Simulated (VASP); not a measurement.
Crystal: GaP.

```
CELL_PARAMETERS angstrom
0.00000 2.72525 2.72525
2.72525 0.00000 2.72525
2.72525 2.72525 0.00000
ATOMIC_POSITIONS crystal
Ga 0.00000 0.00000 0.00000
P 0.75000 0.75000 0.75000
```

```yaml
Program: VASP 6.6.1
Task: relaxation of cell and atoms
Functional: B3LYP
Potentials_or_basis: VASP PAW PBE potentials, release 64 (Ga_d, P)
Cutoff: 600 eV
k_mesh: 4 × 4 × 4
Occupations: fermi-dirac, width 0.05 eV
Spin: no spin polarisation
```

At the start: pressure 4.1 GPa; volume 20.24 Å³/atom.

**Question.** Where does the relaxation end?

**Answer.** Over 3 steps the energy falls by 12.2 meV/atom and the volume is 21.23 Å³/atom (+4.9 %); space group F-43m (No. 216, to 0.05 Å).

Step by step:
| step | energy change (eV) | largest force (eV/Å) | pressure (GPa) | volume (Å³) |
| --- | --- | --- | --- | --- |
| 1 | 0.0000 | 0.0000 | 4.06 | 40.48 |
| 2 | -0.0177 | 0.0000 | -1.97 | 43.56 |
| 3 | -0.0244 | 0.0000 | 0.02 | 42.47 |

Final structure:
```cif
data_structure
_symmetry_space_group_name_H-M 'P 1'
_symmetry_Int_Tables_number 1
_cell_length_a 3.9162
_cell_length_b 3.9162
_cell_length_c 3.9162
_cell_angle_alpha 60.000
_cell_angle_beta 60.000
_cell_angle_gamma 60.000
_cell_volume 42.47
loop_
_atom_site_label
_atom_site_type_symbol
_atom_site_fract_x
_atom_site_fract_y
_atom_site_fract_z
_atom_site_occupancy
Ga1 Ga 0.00000 0.00000 0.00000 1
P1 P 0.75000 0.75000 0.75000 1
```

Caveat: the k mesh is coarse (spacing up to 0.50 Å⁻¹), so the values aren't converged, least of all with exact exchange; the PAW data sets were made with another functional, which shifts forces and pressure a little.
